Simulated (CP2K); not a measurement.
The system is ZnSe (Stilleite).

```
CELL_PARAMETERS angstrom
4.00760 0.00000 0.00000
2.00380 3.47068 0.00000
2.00380 1.15689 3.27219
ATOMIC_POSITIONS crystal
Se 0.75000 0.75000 0.75000
Zn 0.00000 0.00000 0.00000
```

Base run:

```yaml
Program: CP2K 2026.2
Functional: PBE
Potentials_or_basis: GTH_POTENTIALS Se GTH-PADE-q6, Zn GTH-PADE-q12; DZVP-MOLOPT-SR-GTH basis
Density_cutoff: 6123 eV
k_mesh: 8 × 8 × 8
Occupations: fermi-dirac, width 0.05 eV
Spin: no spin polarisation
```

Its results: band gap on the k mesh 1.37 eV, direct; pressure 1.4 GPa.

Task: The run is repeated on the same cell with these changes: potentials or basis from GTH_POTENTIALS Se GTH-PADE-q6, Zn GTH-PADE-q12; DZVP-MOLOPT-SR-GTH basis to POTENTIAL_UZH Se GTH-PBE0-q6, Zn GTH-PBE0-q12; DZVP-MOLOPT-SR-GTH basis; potentials from Se GTH-PADE-q6 of GTH_POTENTIALS, Zn GTH-PADE-q12 of GTH_POTENTIALS to Se GTH-PBE0-q6 of POTENTIAL_UZH, Zn GTH-PBE0-q12 of POTENTIAL_UZH. What comes out?

Result: Band gap on the k mesh 1.53 eV, direct; pressure 3.8 GPa.

Caveats: the basis of atomic orbitals isn't converged, which shifts pressures, moduli and gaps; the potentials were made for another functional, which shifts forces and pressure (some runs).

A k mesh can miss the band edges.

Not every run made on this cell is shown here.
